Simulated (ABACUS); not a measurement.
Runs of ABACUS 3.10.1 on BN. The structure is cubic, space group F-43m (No. 216). Conventional cell: a = 3.626 Å, b = 3.626 Å, c = 3.626 Å, α = 90.00°, β = 90.00°, γ = 90.00°. N (site symmetry -43m) has 4 B at 1.57 Å as nearest neighbours. B (site symmetry -43m) has 4 N at 1.57 Å as nearest neighbours. The cell is a database's computed one.

| task | potentials or basis | cell | gap on the mesh (eV) | pressure (GPa) | V0 of scaled cells (Å³/atom) | B0 (GPa) |
| --- | --- | --- | --- | --- | --- | --- |
| equation of state | PseudoDojo NC SR 0.4.1 PBE standard, TZDP LCAO (the cutoffs set its grid) | as given | - | - | 5.96 | 370 |
| single point | PseudoDojo NC SR 0.4.1 PBE standard, DZP LCAO (the cutoffs set its grid) | as given | (a) | 0.3 | - | - |
| single point | PseudoDojo NC SR 0.4.1 PBE standard, DZP LCAO (the cutoffs set its grid) | atoms moved at random, drawn with an rms of 0.05 Å | 3.97 | 2.5 | - | - |
| single point | PseudoDojo NC SR 0.4.1 PBE standard, TZDP LCAO (the cutoffs set its grid) | as given | 4.61 | 0.1 | - | - |
| equation of state | PseudoDojo NC SR 0.4.1 PBE standard, DZP LCAO (the cutoffs set its grid) | as given | - | - | 5.96 | 370 |

Alike in all rows: level PBE; no spin polarisation; k mesh 13 × 13 × 13; cutoff (eV) 1361; smearing fermi-dirac 0.05 eV.

Question: Fill in the values left out.

Answer: (a) 4.62.

Caveats: the atomic orbitals were generated for these runs and aren't a published set; the basis of atomic orbitals isn't converged, which shifts pressures, moduli and gaps; an odd mesh through Γ misses points on the zone boundary, where band edges often lie (some runs).
